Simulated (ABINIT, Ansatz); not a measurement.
## CdSe (F-43m): changed settings of a GW run in ABINIT

What do changed inputs do to GW on CdSe (F-43m)?

Calculated with ABINIT 10.8.3; PBE and many-body steps on it, plane waves.

Most raw output is cut from this account.

## 1. Starting point

The structure is cubic, space group F-43m (No. 216). Conventional cell: a = 6.050 Å, b = 6.050 Å, c = 6.050 Å, α = 90.00°, β = 90.00°, γ = 90.00°. Nearest to Cd lie 4 Se at 2.62 Å. Nearest to Se lie 4 Cd at 2.62 Å. Farther neighbours and most contacts between anions are not listed.

Structure file:

```cif
data_structure
_symmetry_space_group_name_H-M 'P 1'
_symmetry_Int_Tables_number 1
_cell_length_a 4.2780
_cell_length_b 4.2780
_cell_length_c 4.2780
_cell_angle_alpha 60.000
_cell_angle_beta 60.000
_cell_angle_gamma 60.000
_cell_volume 55.36
loop_
_atom_site_label
_atom_site_type_symbol
_atom_site_fract_x
_atom_site_fract_y
_atom_site_fract_z
_atom_site_occupancy
Cd1 Cd 0.00000 0.00000 0.00000 1
Se2 Se 0.75000 0.75000 0.75000 1
```

 The runs that relaxed it are not among those shown.

## 2. Screening, 4×4×4 mesh, 167 bands, screening to 176.9 eV

This step: ABINIT 10.8.3; RPA screening on PBE, plane waves, norm-conserving pseudopotentials.

The RPA dielectric matrix is built and inverted for each q.

run.abi reads:

```
acell 3*1.0 Angstrom
rprim 
  0.000000000000 3.025000000000 3.025000000000
  3.025000000000 0.000000000000 3.025000000000
  3.025000000000 3.025000000000 0.000000000000
ntypat 2
znucl 48 34
natom 2
typat 1 2
xred 
  0.000000000000 0.000000000000 0.000000000000
  0.750000000000 0.750000000000 0.750000000000
pp_dirpath "pseudos"
pseudos "Cd.upf, Se.upf"
ecut 48
ngkpt 4 4 4
nshiftk 1
shiftk 0 0 0
kptopt 1
chksymbreak 0
istwfk *1
occopt 1
irdwfk 1
optdriver 3
nband 167
ecuteps 6.5
inclvkb 2
awtr 1
symchi 1
indata_prefix "in"
outdata_prefix "out"
tmpdata_prefix "tmp"
```

Launch:

```bash
> OMP_NUM_THREADS=1 mpirun -n 4 abinit run.abi > log
```

Run time: 2.4 min. Hardware: 4 MPI ranks of Arm Neoverse V1, shared host; peak memory 1.9 GiB; 9.6 min of CPU time.

This step gave:

| Item | Value |
| --- | --- |
| ε∞ with local fields, on this mesh, along the program's q direction | 36.93 |
| the same without local fields | 38.33 |
| plasma frequency | 33.10 eV |
| plane waves in the screening matrix | 307 |

Local fields lower ε∞ by 4 %.

## 3. Base

The self-energy is evaluated for the states that the input lists, and the levels follow from it, in one-shot runs by the linearised quasiparticle equation.

This step: G0W0 on PBE, plane waves, norm-conserving pseudopotentials.

Changes to run.abi since step 2:

```diff
@@ -23,8 +23,15 @@
 irdwfk 1
-optdriver 3
+optdriver 4
 nband 167
+gwcalctyp 0
+ecutsigx 48
+symsigma 1
+nkptgw 1
+kptgw 
+  0.0000000000 0.0000000000 0.0000000000
+bdgw 
+  20 26
 ecuteps 6.5
-inclvkb 2
-awtr 1
-symchi 1
+irdscr 1
+ppmodel 1
 indata_prefix "in"
```

Wall time 15 s (4 MPI ranks); peak memory 1.7 GiB; 60 s of CPU time.

Numbers from this step:

| Item | Value |
| --- | --- |
| G0W0 gap on the points computed | 1.269 eV |
| starting gap on the mesh | 0.6395 eV |
| k of the valence top | 0, 0, 0 |
| k of the conduction bottom | 0, 0, 0 |
| Z at the valence top | 0.796 |
| Z at the conduction bottom | 0.817 |
| least direct G0W0 gap on the computed points | 1.269 eV |

The gap on the mesh goes from 0.64 eV to 1.27 eV, a correction of +0.63 eV.

## 4. Broadening of the poles

Changes to run.abi since step 3:

```diff
@@ -36,2 +36,3 @@
 ppmodel 1
+zcut 0.5 eV
 indata_prefix "in"
```

Elapsed: 16 s, on 4 MPI ranks; peak memory 1.6 GiB; 62 s of CPU time.

Numbers from this step:

```
G0W0 gap on the points computed              : 1.269 eV
starting gap on the mesh                     : 0.6395 eV
k of the valence top                         : 0, 0, 0
k of the conduction bottom                   : 0, 0, 0
Z at the valence top                         : 0.796
Z at the conduction bottom                   : 0.817
least direct G0W0 gap on the computed points : 1.269 eV
```

Against G0W0 in ABINIT (4×4×4 mesh, 167 bands, screening to 176.9 eV, Godby-Needs plasmon pole), the gap moves by +0.000 eV.

## 5. Exchange cutoff of one hartree

Changes to run.abi since step 4:

```diff
@@ -26,3 +26,3 @@
 gwcalctyp 0
-ecutsigx 48
+ecutsigx 1
 symsigma 1
@@ -36,3 +36,2 @@
 ppmodel 1
-zcut 0.5 eV
 indata_prefix "in"
```

The job ended after 3.8 s (4 MPI ranks; peak memory 0.95 GiB).

The run ended normally, though the input holds a fault or crude settings.

The fault put into this input: exchange cutoff of one hartree. It printed a gap of -0.59 eV, an artefact of the input.

## 6. Side by side

Times are wall times on 4 MPI ranks of Arm Neoverse V1, shared host, good to a factor of about two. A run's time includes the screening step that it read.

```
                    run   mesh  bands  screening cutoff (eV)  DFT gap (eV)  gap on the mesh (eV)  direct (eV)  ε∞ used     time
                   base  4×4×4    167                  176.9         0.639                 1.269        1.269    36.93  2.6 min
broadening of the poles  4×4×4    167                  176.9         0.639                 1.269        1.269    36.93  2.6 min
```

## 7. Results

```
base                    : 1.269 eV
broadening of the poles : 1.269 eV
known limits            : not at the basis limit; mesh may overstate the screening; no spin-orbit coupling; coarse k mesh
```

Broadening of the poles: no change against base (keys changed: zcut). Bands and cutoff are finite, so the gap is not at the basis limit. The miss can reach some tenths of an eV and take either sign; the mesh is an error of its own. In the G0W0 runs levels were corrected at 1 k point alone, so a gap called «on the mesh» is the least over those, and an edge elsewhere would be missed. The 4×4×4 mesh is coarse for this cell, which bears on the long-range parts of exchange and screening. The RPA ε∞ on this mesh reaches over 25; with a narrow direct gap a coarse mesh can overstate it, and the correction is then too small. The many-body steps are scalar-relativistic: spin-orbit coupling is not in them.

[Paths, hosts, dates, memory and timing lines, banners, echoed tables and standing remarks are left out of the program output.]

[Logs are printed without paths, hosts, clocks, repeated set-up lines and the standing remarks that a program may print on its own settings, such as how far it seeks lower states.]

[Runs of the session that timed out or met a known fault of the program may be left out.]

[Hosts, paths, dates, database ids (printed as entryN), source tags and the programs' standing remarks are cut or masked in the printed files.]

[G0W0 gaps are taken among the corrected bands and points alone; a level outside them can change the order at an edge.]

[Where Ansatz stands beside ABINIT at settings called matched, ABINIT's density can come from a denser mesh and the files from another edition; pairs whose starting gaps differed by over 0.03 eV were left out, so agreement reads better than it is.]
